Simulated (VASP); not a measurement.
# Al (P6_3/mmc) in VASP: notebook

One crystal, Al, is run at these levels: PBEsol; tasks: single point.

Program: VASP 6.6.1. These are calculated values, not measurements. Logs are shortened: lines on timing, memory, paths and dates and some standing lists are left out, and cuts for length are marked.

## 1. Starting point

Symmetry: P6_3/mmc, No. 194, hexagonal system. Conventional cell: a = 2.851 Å, b = 2.851 Å, c = 4.736 Å, α = 90.00°, β = 90.00°, γ = 120.00°. Al (site symmetry -6m2) has 12 Al at 2.85 to 2.88 Å as nearest neighbours.

This isn't the form of Al at room conditions, which is fcc.

## 2. Single point, PBEsol

INCAR reads:

```
ALGO = Normal
EDIFF = 1E-6
ENCUT = 520
GGA = PS
ISIF = 2
ISMEAR = 0
LASPH = True
LCHARG = False
LREAL = False
LWAVE = False
NBANDS = 10
NELM = 100
PREC = Accurate
SIGMA = 0.15
```

KPOINTS reads:

```
k-points
0
Gamma
  21 21 12
```

POSCAR reads:

```
Al
1.0
    2.8509869252      0.0000000000      0.0000000000
   -1.4254934626      2.4690271031      0.0000000000
    0.0000000000      0.0000000000      4.7361863651
Al
2
Direct
    0.6666666667      0.3333333333      0.7500000000
    0.3333333333      0.6666666667      0.2500000000
```

Potentials or basis: VASP PAW PBE potentials, release 64 (Al).

Started as:

```console
> cat potpaw_PBE.64/Al/POTCAR > POTCAR
> mpirun -np 1 vasp_std > vasp.out
```

OUTCAR:

```text
EDIFF = 1E-6
   ENCUT = 520
   GGA = PS
   ISIF = 2
   ISMEAR = 0
   LASPH = True
   LREAL = False
   NELM = 100
   PREC = Accurate

 ion  position               nearest neighbor table
   1  0.667  0.333  0.750-   2 2.88   2 2.88   2 2.88   2 2.88   2 2.88   2 2.88
   2  0.333  0.667  0.250-   1 2.88   1 2.88   1 2.88   1 2.88   1 2.88   1 2.88

  LATTYP: Found a hexagonal cell.
 ALAT       =     2.8509869252
 C/A-ratio  =     1.6612445056

  Lattice vectors:

 A1 = (   2.8509869252,   0.0000000000,   0.0000000000)
 A2 = (  -1.4254934626,   2.4690271031,   0.0000000000)
 A3 = (   0.0000000000,   0.0000000000,   4.7361863651)

Analysis of symmetry for initial positions (statically):
=====================================================================
 Subroutine PRICEL returns:
 Original cell was already a primitive cell.

 Routine SETGRP: Setting up the symmetry group for a
 hexagonal supercell.

 Subroutine GETGRP returns: Found 24 space group operations
 (whereof 12 operations were pure point group operations)
 out of a pool of 24 trial point group operations.

The static configuration has the point symmetry D_3d.
 The point group associated with its full space group is D_6h.

Analysis of symmetry for dynamics (positions and initial velocities):
=====================================================================
 Subroutine PRICEL returns:
 Original cell was already a primitive cell.

 Routine SETGRP: Setting up the symmetry group for a
 hexagonal supercell.

 Subroutine GETGRP returns: Found 24 space group operations
 (whereof 12 operations were pure point group operations)
 out of a pool of 24 trial point group operations.

The dynamic configuration has the point symmetry D_3d.
 The point group associated with its full space group is D_6h.

 Subroutine INISYM returns: Found 24 space group operations
 (whereof 12 operations are pure point group operations),
 and found     1 'primitive' translations

----------------------------------------------------------------------------------------

                                     Primitive cell

  volume of cell :      33.3388

  direct lattice vectors                    reciprocal lattice vectors
     2.850986925  0.000000000  0.000000000     0.350755730  0.202508915  0.000000000
    -1.425493463  2.469027103  0.000000000     0.000000000  0.405017830  0.000000000
     0.000000000  0.000000000  4.736186365     0.000000000  0.000000000  0.211140340

  length of vectors
     2.850986925  2.850986925  4.736186365     0.405017830  0.405017830  0.211140340

  position of ions in fractional coordinates (direct lattice)
     0.666666667  0.333333333  0.750000000
     0.333333333  0.666666667  0.250000000

  ion indices of the primitive-cell ions
   primitive index   ion index
                 1           1
                 2           2

----------------------------------------------------------------------------------------

 KPOINTS: k-points

Automatic generation of k-mesh.
 Grid dimensions read from file:
 generate k-points for:   21   21   12

 Generating k-lattice:

  Cartesian coordinates                     Fractional coordinates (reciprocal lattice)
     0.016702654  0.009643282  0.000000000     0.047619048  0.000000000  0.000000000
     0.000000000  0.019286563  0.000000000     0.000000000  0.047619048  0.000000000
     0.000000000  0.000000000  0.017595028     0.000000000  0.000000000  0.083333333

  Length of vectors
     0.019286563  0.019286563  0.017595028

  Shift w.r.t. Gamma in fractional coordinates (k-lattice)
     0.000000000  0.000000000  0.000000000

 Subroutine IBZKPT returns following result:
 ===========================================

 Found    336 irreducible k-points:

 Following reciprocal coordinates:
            Coordinates               Weight
  0.000000  0.000000  0.000000      1.000000
  0.047619  0.000000  0.000000      6.000000
  0.095238  0.000000  0.000000      6.000000
  0.142857 -0.000000  0.000000      6.000000
  0.190476  0.000000  0.000000      6.000000
  0.238095 -0.000000  0.000000      6.000000
[... 16 lines left out ...]
  0.142857  0.095238  0.000000     12.000000
  0.190476  0.095238  0.000000     12.000000
 [... further k-points ...]
   k-points           NKPTS =    336   k-points in BZ     NKDIM =    336   number of bands    NBANDS=     10
   number of dos      NEDOS =    301   number of ions     NIONS =      2
   total plane-waves  NPLWV =  20736
   dimension x,y,z NGX =    24 NGY =   24 NGZ =   36
   dimension x,y,z NGXF=    48 NGYF=   48 NGZF=   72
   ions per type =               2
   NGX,Y,Z   is equivalent  to a cutoff of  13.99, 13.99, 12.64 a.u.
   NGXF,Y,Z  is equivalent  to a cutoff of  27.99, 27.99, 25.27 a.u.
 SYSTEM =  unknown system
   PREC   = accura    normal or accurate (medium, high low for compatibility)
   ISTART =      0    job   : 0-new  1-cont  2-samecut
   ICHARG =      2    charge: 1-file 2-atom 10-const
   ISPIN  =      1    spin polarized calculation?
   LNONCOLLINEAR =      F non collinear calculations
   LSORBIT =      F    spin-orbit coupling
   LASPH  =      T    aspherical Exc in radial PAW
   ENCUT  =  520.0 eV  38.22 Ry    6.18 a.u.   5.30  5.30  8.81*2*pi/ulx,y,z
   NELM   =    100;   NELMIN=  2; NELMDL= -5     # of ELM steps
   EDIFF  = 0.1E-05   stopping-criterion for ELM
   LREAL  =      F    real-space projection
   EDIFFG = 0.1E-04   stopping-criterion for IOM
   NSW    =      0    number of steps for IOM
   IBRION =     -1    ionic relax: 0-MD 1-quasi-New 2-CG
   NFREE  =      0    steps in history (QN), initial steepest desc. (CG)
   ISIF   =      2    stress and relaxation
   ISYM   =      2    0-nonsym 1-usesym 2-fastsym
   POTIM  = 0.5000    time-step for ionic-motion
   TEBEG  =    0.0;   TEEND  =   0.0 temperature during run
   PSTRESS=    0.0 pullay stress
   NELECT =       6.0000    total number of electrons
   NUPDOWN=      -1.0000    fix difference up-down
   EMIN   =  10.00;   EMAX   =-10.00  energy-range for DOS
   EFERMI =   0.00;   METHOD = LEGACY
   ISMEAR =     0;   SIGMA  =   0.15  broadening in eV -4-tet -1-fermi 0-gaus
   EFERMI_NEDOS =   21; number of points for ismear=-14 and -15
   IALGO  =     38    algorithm
   IMIX   =      4    mixing-type and parameters
     AMIX     =   0.40;   BMIX     =  1.00
     AMIX_MAG =   1.60;   BMIX_MAG =  1.00
  volume/ion in A,a.u.               =      16.67       112.49
  Fermi-wavevector in a.u.,A,eV,Ry     =   0.924291  1.746656 11.623640  0.854313
  Thomas-Fermi vector in A             =   2.050021
   LORBIT       =      0    0 simple, 1 ext, 2 COOP (PROOUT), +10 PAW based schemes
   GGA     = PS    functional components
   LHFCALC =     F    Hartree Fock is set to
   AEXX    =    0.0000 exact exchange contribution
   IVDW    =     0    specifies the selected vdW correction
   LEPSILON=     F    determine dielectric tensor
   LRPA    =     F    only Hartree local field effects (RPA)
 non-spin polarized calculation
 Gauss-broadening in eV      SIGMA  =   0.15
  energy-cutoff  :      520.00
  volume of cell :       33.34
 maximum number of plane-waves:       913
 NGX is ok and might be reduce to    24

 number of electron       6.0000000 magnetization

 Free energy of the ion-electron system (eV)
  ---------------------------------------------------
  ext. energy  EPLUGINS =         0.00000000
  ---------------------------------------------------
  free energy    TOTEN  =        -8.12180790 eV

  energy without entropy =       -8.11306048  energy(sigma->0) =       -8.11743419

 E-fermi :   7.8388     XC(G=0): -10.2207

 val. band max:        7.8350195656   @ k =   0.3333   0.1905   0.0000
 cond. band min:       7.8393037304   @ k =   0.3333   0.1905   0.3333
 fundamental gap:      0.0042841648
 Fermi energy:         7.8387907687

 k-point     1 :       0.0000    0.0000    0.0000
  band No.  band energies     occupation
      1      -3.2181      2.00000
      2       3.2042      2.00000
      3       3.2703      2.00000
      4      18.5895      0.00000
      5      18.5895      0.00000
      6      18.9624      0.00000
      7      18.9624      0.00000
      8      19.6523      0.00000
      9      21.4705      0.00000
     10      21.9761      0.00000

 k-point     2 :       0.0476    0.0000    0.0000
  band No.  band energies     occupation
      1      -3.1631      2.00000
      2       3.2554      2.00000
      3       3.3242      2.00000
      4      17.2992      0.00000
      5      17.8137      0.00000
      6      18.8509      0.00000
      7      19.8320      0.00000
      8      20.2416      0.00000
      9      21.4559      0.00000
     10      22.4159      0.00000

 k-point     3 :       0.0952    0.0000    0.0000
  band No.  band energies     occupation
      1      -2.9981      2.00000
      2       3.4089      2.00000
      3       3.4855      2.00000
      4      15.5431      0.00000
      5      16.9726      0.00000
      6      18.2557      0.00000
      7      20.4188      0.00000
      8      20.9458      0.00000
      9      21.0471      0.00000
     10      21.5782      0.00000

 k-point     4 :       0.1429   -0.0000    0.0000
  band No.  band energies     occupation
      1      -2.7236      2.00000
      2       3.6646      2.00000
      3       3.7530      2.00000
      4      13.7681      0.00000
      5      16.2214      0.00000
      6      17.5195      0.00000
      7      19.4505      0.00000
      8      19.5960      0.00000
      9      21.4326      0.00000
     10      21.4649      0.00000

 k-point     5 :       0.1905    0.0000    0.0000
  band No.  band energies     occupation
      1      -2.3402      2.00000
      2       4.0227      2.00000
      3       4.1240      2.00000
      4      12.0427      0.00000
      5      15.5640      0.00000
      6      16.6861      0.00000
      7      17.9445      0.00000
      8      18.2218      0.00000
      9      20.8755      0.00000
     10      21.5318      0.00000

 k-point     6 :       0.2381   -0.0000    0.0000
  band No.  band energies     occupation
      1      -1.8488      2.00000
      2       4.4829      2.00000
      3       4.5936      2.00000
      4      10.3939      0.00000
      5      15.0011      0.00000
      6      15.6790      0.00000
      7      16.3206      0.00000
      8      17.2003      0.00000
      9      20.3800      0.00000
     10      20.9305      0.00000
[... 183 lines left out ...]
 k-point    21 :       0.4762    0.0476    0.0000
  band No.  band energies     occupation
      1       2.6695      2.00000
      2       2.8406      2.00000
      3       8.4825      0.00000
      4       8.8424      0.00000
      5       9.3598      0.00000
      6       9.4574      0.00000
      7      12.7350      0.00000
      8      16.1851      0.00000
      9      18.4139      0.00000
     10      18.5557      0.00000

 k-point    22 :       0.0952    0.0952    0.0000
  band No.  band energies     occupation
      1      -2.5592      2.00000
      2       3.8181      2.00000
      3       3.9126      2.00000
      4      13.8715      0.00000
      5      13.9299      0.00000
      6      19.2553      0.00000
      7      19.2679      0.00000
      8      19.6258      0.00000
      9      19.7235      0.00000
     10      20.6215      0.00000

 k-point    23 :       0.1429    0.0952    0.0000
  band No.  band energies     occupation
      1      -2.1762      2.00000
      2       4.1761      2.00000
      3       4.2819      2.00000
      4      12.1834      0.00000
      5      13.2056      0.00000
      6      17.9076      0.00000
      7      17.9303      0.00000
      8      18.9985      0.00000
      9      19.5538      0.00000
     10      19.6059      0.00000

 k-point    24 :       0.1905    0.0952    0.0000
  band No.  band energies     occupation
      1      -1.6854      2.00000
      2       4.6362      2.00000
      3       4.7491      2.00000
      4      10.5398      0.00000
      5      12.5965      0.00000
      6      16.3912      0.00000
      7      16.4972      0.00000
      8      18.5050      0.00000
      9      18.8760      0.00000
     10      19.0941      0.00000

 [... further k-points ...]

------------------------ aborting loop because EDIFF is reached ----------------------------------------

  FORCE on cell =-STRESS in cart. coord.  units (eV):
  Direction    XX          YY          ZZ          XY          YZ          ZX
  --------------------------------------------------------------------------------------
  -------------------------------------------------------------------------------------
  Total       -0.2934801     -0.2934801     -0.3663506      0.0000000     -0.0000000      0.0000000
  in kB      -14.1039072    -14.1039072    -17.6058748      0.0000000     -0.0000000      0.0000000
  external PRESSURE =     -15.2712297 kB  Pullay stress =       0.0000000 kB

 VOLUME and BASIS-vectors are now :
 -----------------------------------------------------------------------------
  energy-cutoff  :      520.00
  volume of cell :       33.34
      direct lattice vectors                 reciprocal lattice vectors
     2.850986925  0.000000000  0.000000000     0.350755730  0.202508915  0.000000000
    -1.425493463  2.469027103  0.000000000     0.000000000  0.405017830  0.000000000
     0.000000000  0.000000000  4.736186365     0.000000000  0.000000000  0.211140340

 POSITION                                       TOTAL-FORCE (eV/Angst)
 -----------------------------------------------------------------------------------
      1.42549      0.82301      3.55214         0.000000      0.000000      0.000000
     -0.00000      1.64602      1.18405        -0.000000     -0.000000      0.000000
 -----------------------------------------------------------------------------------
    total drift:                                0.000000     -0.000000     -0.000000

  FREE ENERGIE OF THE ION-ELECTRON SYSTEM (eV)
  ---------------------------------------------------
  free  energy   TOTEN  =        -8.1218078997 eV

  energy  without entropy=       -8.1130604765  energy(sigma->0) =       -8.11743419
```

Wall time 37 s (1 thread of Intel Xeon Platinum 8488C (Sapphire Rapids), shared host); peak memory 0.21 GiB.

What came out:

```yaml
Free_energy: -8.1218 eV
Pressure: -1.5 GPa
Band_gap_on_the_k_mesh: none (metal or under the smearing width)
```

Stress tensor (GPa, compression positive):
```
-1.41  0.00  0.00
 0.00 -1.41  0.00
 0.00  0.00 -1.76
```

Levels at points of the mesh, in eV from the Fermi level:
```tsv
k point	band 1	band 2	band 3	band 4	band 5	band 6	band 7
(0.00, 0.00, 0.00)	-11.06	-4.63	-4.57	10.75	10.75	11.12	11.12
(0.00, 0.00, 0.50)	-9.42	-9.42	3.11	3.11	11.95	11.95	11.95
```

Caveat: the PAW data sets were made with another functional, which shifts forces and pressure a little.

## 3. Single point, PBEsol

This run uses another cell than the first one, of the same volume but with other edges.

INCAR reads:

```
SYSTEM = Al
ALGO     = Fast           ! electronic algorithm
EDIFF    = 1E-6           ! SCF threshold, eV
ENCUT    = 520            ! plane-wave cutoff, eV
GGA      = PS             ! functional
ISIF     = 2              ! what is computed and relaxed
ISMEAR   = 0              ! smearing method
LASPH    = .TRUE.         ! aspherical terms in the spheres
LCHARG   = .FALSE.        ! write CHGCAR
LREAL    = .FALSE.        ! projectors in reciprocal space
LWAVE    = .FALSE.        ! write WAVECAR
NBANDS   = 10             ! bands
NELM     = 100            ! most SCF steps
PREC     = Accurate       ! precision mode
SIGMA    = 0.15           ! smearing width, eV
```

KPOINTS reads:

```
k-points
0
G
  21 21 12
  0 0 0
```

POSCAR reads:

```
Al
1.0
    2.6466218154      0.0000000000      0.0000000000
   -1.3233109077      2.2920417263      0.0000000000
    0.0000000000      0.0000000000      5.4958574366
Al
2
Direct
    0.6666666667      0.3333333333      0.7500000000
    0.3333333333      0.6666666667      0.2500000000
```

Potentials or basis: VASP PAW PBE potentials, release 64 (Al).

Started as:

```console
> cat potpaw_PBE.64/Al/POTCAR > POTCAR
> mpirun -np 1 vasp_std > vasp.out
```

Wall time 49 s (1 thread of Intel Xeon Platinum 8488C (Sapphire Rapids), shared host); peak memory 0.21 GiB.

The run converged. Its results:

```yaml
Free_energy: -7.8565 eV
Pressure: 4.2 GPa
Band_gap_on_the_k_mesh: none (metal or under the smearing width)
```

Stress tensor (GPa, compression positive):
```
10.50  0.00  0.00
 0.00 10.50  0.00
 0.00  0.00 -8.46
```

Levels at points of the mesh, in eV from the Fermi level:
| k point | band 1 | band 2 | band 3 | band 4 | band 5 | band 6 |
| --- | --- | --- | --- | --- | --- | --- |
| (0.00, 0.00, 0.00) | -11.03 | -7.00 | -5.35 | 7.24 | 7.61 | 13.96 |
| (0.00, 0.00, 0.50) | -9.84 | -9.84 | -0.30 | -0.30 | 14.49 | 14.49 |

Caveat: the PAW data sets were made with another functional, which shifts forces and pressure a little.

## 4. Single point, PBEsol

This run uses another cell than the first one, of the same volume but with other edges.

INCAR reads:

```
PREC = Accurate
ENCUT = 520
EDIFF = 1E-7
ISMEAR = 0
SIGMA = 0.15
LREAL = F
LASPH = T
NELM = 100
ALGO = Normal
ISIF = 2
LWAVE = F
LCHARG = F
GGA = PS
NBANDS = 10
```

KPOINTS reads:

```
regular mesh
0
Gamma
  21 21 12
```

POSCAR reads:

```
Al
1.0
    2.7245079212      0.0000000000      0.0000000000
   -1.3622539606      2.3594930726      0.0000000000
    0.0000000000      0.0000000000      5.1861262460
Al
2
Direct
    0.6666666667      0.3333333333      0.7500000000
    0.3333333333      0.6666666667      0.2500000000
```

Started as:

```console
> cat potpaw_PBE.64/Al/POTCAR > POTCAR
> mpirun -np 1 vasp_std > vasp.out
```

It took 42 s on 1 thread of Intel Xeon Platinum 8488C (Sapphire Rapids), shared host; peak memory 0.2 GiB.

The run converged. Its results:

```yaml
Free_energy: -8.0280 eV
Pressure: 0.6 GPa
Band_gap_on_the_k_mesh: none (metal or under the smearing width)
```

Stress tensor (GPa, compression positive):
```
 3.93  0.00  0.00
 0.00  3.93  0.00
 0.00  0.00 -5.96
```

Levels at points of the mesh, in eV from the Fermi level:
```tsv
k point	band 1	band 2	band 3	band 4	band 5	band 6
(0.00, 0.00, 0.00)	-11.03	-6.10	-5.15	9.29	9.56	12.88
(0.00, 0.00, 0.50)	-9.68	-9.68	0.89	0.89	13.57	13.57
```

Caveat: the PAW data sets were made with another functional, which shifts forces and pressure a little.

[end of part 1 of 2]
